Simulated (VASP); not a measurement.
Sn:

```xyz
2
Lattice="-2.9401 2.9401 1.5993 2.9401 -2.9401 1.5993 2.9401 2.9401 -1.5993" Properties=species:S:1:pos:R:3 pbc="T T T"
Sn    0.0000    0.0000    0.0000
Sn    0.0000    2.9401    0.7997
```

* Program: VASP 6.6.1
* Task: relaxation of cell and atoms
* Functional: PBE
* Dispersion: D3(BJ)
* Potentials or basis: VASP PAW PBE potentials, release 64 (Sn_d)
* Cutoff: 600 eV
* k mesh: 8 × 8 × 8
* Occupations: fermi-dirac, width 0.05 eV
* Spin: no spin polarisation

At the start: pressure -0.8 GPa; volume 27.65 Å³/atom.

Q: How do energy, volume and symmetry change on relaxing?

A: Over 12 steps the energy falls by 3.3 meV/atom and the volume is 27.26 Å³/atom (-1.4 %); space group I4_1/amd (No. 141, to 0.05 Å).

Step by step:
| step | energy change (eV) | largest force (eV/Å) | pressure (GPa) | volume (Å³) |
| --- | --- | --- | --- | --- |
| 1 | 0.0000 | 0.0000 | -0.79 | 55.30 |
| 2 | -0.0051 | 0.0000 | 0.22 | 54.21 |
| 3 | -0.0051 | 0.0000 | 0.37 | 54.11 |
| 4 | -0.0051 | 0.0000 | 0.30 | 54.15 |
| 5 | -0.0064 | 0.0000 | 0.10 | 54.33 |
| 6 | -0.0065 | 0.0000 | 0.11 | 54.37 |
| 7 | -0.0064 | 0.0000 | 0.03 | 54.45 |
| 8 | -0.0065 | 0.0000 | 0.08 | 54.39 |
| 9 | -0.0065 | 0.0000 | 0.12 | 54.40 |
| 10 | -0.0065 | 0.0000 | 0.11 | 54.40 |
| 11 | -0.0065 | 0.0000 | -0.04 | 54.55 |
| 12 | -0.0065 | 0.0000 | 0.00 | 54.51 |

Final structure:
```
Sn
1.0
    -2.90242    2.90242    1.61773
     2.90242   -2.90242    1.61773
     2.90242    2.90242   -1.61773
Sn
2
Direct
  0.00000 0.00000 0.00000
  0.75000 0.25000 0.50000
```

Caveat: pairwise dispersion overbinds metals, which lowers pressure and volume.
